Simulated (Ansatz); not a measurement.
Input and command of a calculation in Ansatz (plane waves; scalar-relativistic PAW potentials unless the input names others):

```yaml
crystal:
  lattice:
    - [0.0, 2.9158202526, 2.9158202526]
    - [2.9158202526, 0.0, 2.9158202526]
    - [2.9158202526, 2.9158202526, 0.0]
  atoms:
    - { symbol: Zn, position: [0.0, 0.0, 0.0] }
    - { symbol: Zn, position: [0.25, 0.25, 0.25] }
basis:
  ecutwfc: "36.7 Ry"
  xc_grid: 2
kpoints:
  mp_grid: { grid: [12, 12, 12], shift: [0.5, 0.5, 0.5] }
hamiltonian:
  xc: pbe
scf:
  occupations: { method: gaussian, width: 0.1 }
output:
  forces: true
  eigenvalues: true
  stress: true
```

```bash
ansatz run input.yaml --threads 1 --pin off --max-ram 2560MiB --backend cpu --events-out ev --progress --plain --runs-dir out
```

Abridged log:
```
Warning: crystal.symmetry: narrowed to the stabiliser of the k-point mesh — unitary ops 48 → 12; excluded 36 operations that carry a point of the 12×12×12 mesh (shift [0.5, 0.5, 0.5]) off the mesh (the run samples exactly the mesh kpoints.mp_grid names, as under crystal.symmetry.detect: false, and its converged state has the mesh's symmetry, not the crystal's; ε∞, the Born charges and the force constants of a linear response (`dielectric:` by the response, `phonons.method: dfpt`) are averaged over those of the crystal's operations that the state keeps within a tolerance, where `mesh_tensors`,  ...
Pseudopotentials: kind: paw
Pseudopotential: Zn, paw, valence charge 12, recommended cutoff 420 eV (normal)
Functional definition: PBE
Crystal: 2 atoms, lattice volume = 49.581 Å³
Basis set: ecut = 499.32893761 eV, 1243 PW (Γ), exchange–correlation on 64×64×64 points (8 copies of the dense FFT grid, shifted against one another)
Bands: 16, of which v1, the nominal top of the filled ones, is band 12 counted from 1 (11 counted from 0)
Symmetry: 12 space group operations
k-points: 182 of 1728
Initial density: superposition of atomic densities (neutral atoms: chi_scale 0, normalization atom), corrected by the library's trained network
Initial wavefunctions: pseudopotential atomic-orbital guess
Functional: x = pbe(κ = 0.804, μ = 0.21951497), c = pbe(β = 0.06672455)
SCF iter   1: F=—  HF=-6637.127415 eV  |F-HF|=—  |Δ(HF+E_count)|=         —  Δρ=2.35e-3  dr2=1.52e-3  ethr=1.77e-3  ⟨swp⟩=5.7  Hψ=15057  notcnv=0
SCF iter   2: F=—  HF=-6637.126561 eV  |F-HF|=—  |Δ(HF+E_count)|=   8.55e-4  Δρ=8.47e-4  dr2=1.41e-4  ethr=6.35e-6  ⟨swp⟩=2.0  Hψ=5790  notcnv=0
SCF iter   3: F=—  HF=-6637.126361 eV  |F-HF|=—  |Δ(HF+E_count)|=   2.00e-4  Δρ=3.03e-4  dr2=2.58e-5  ethr=5.88e-7  ⟨swp⟩=2.0  Hψ=5060  notcnv=0
SCF iter   4: F=—  HF=-6637.126384 eV  |F-HF|=—  |Δ(HF+E_count)|=   2.37e-5  Δρ=1.60e-4  dr2=8.16e-6  ethr=1.08e-7  ⟨swp⟩=2.7  Hψ=5109  notcnv=0
SCF iter   5: F=—  HF=-6637.126405 eV  |F-HF|=—  |Δ(HF+E_count)|=   2.05e-5  Δρ=1.07e-4  dr2=2.79e-6  ethr=3.40e-8  ⟨swp⟩=2.0  Hψ=5072  notcnv=0
SCF iter   6: F=—  HF=-6637.126406 eV  |F-HF|=—  |Δ(HF+E_count)|=   7.09e-7  Δρ=4.30e-5  dr2=5.00e-7  ethr=1.16e-8  ⟨swp⟩=2.9  Hψ=5094  notcnv=0
SCF iter   7: F=-6637.126406 eV  HF=-6637.126406 eV  |F-HF|=2.30e-9  |Δ(HF+E_count)|=   5.29e-8  Δρ=3.37e-6  dr2=7.57e-9  ethr=4.17e-10  ⟨swp⟩=3.5  Hψ=13285  notcnv=0
SCF 1 converged in 7 iterations: F = -6637.126406 eV  dr2 = 7.57e-9
SCF converged after 7 iterations
Free energy (F): -6637.126406 eV
Harris-Foulkes:  -6637.126406 eV  (|F-HF|=2.30e-9)
Internal energy: -6637.122433 eV  (E = F + TS)
E sigma→0 (E₀):  -6637.124419 eV
Entropy (-TS):   -0.003972 eV (-1.986 meV/atom)
Fermi energy:    5.113704 eV
--- Forces (eV/Å), atoms counted from 1 ---
  atom   1  Zn    -0.00087677    -0.00087677    -0.00087677
  atom   2  Zn     0.00087677     0.00087677     0.00087677
--- Stress (GPa, compression-positive) ---
       -0.104643       0.030174       0.030174
        0.030174      -0.104643       0.030174
        0.030174       0.030174      -0.104643
  P = ⅓ Tr σ = -0.1046 GPa (-1.046 kbar)
```

Apart from outputs, empty bands and the relaxation, which only the reference makes, the input differs from a reference run on usual settings in kpoints.mp_grid.shift: not typed → [0.5, 0.5, 0.5]; basis.ecutwfc: 420 → "36.7 Ry"; basis.xc_grid: not typed → 2. The reference, at the same geometry, ended its own course with pressure -0.01 GPa, largest force 0.000 eV/Å, no gap on the mesh. This run converged in 7 SCF iterations with an energy at zero smearing 4.53 meV/atom below the reference's, pressure -0.10 GPa, largest force 0.002 eV/Å, no gap on the mesh.

Time: 7 s on 1 thread of AMD EPYC 7R43 64-Core Processor (Zen 3) (shared host), peak memory 0.49 GiB.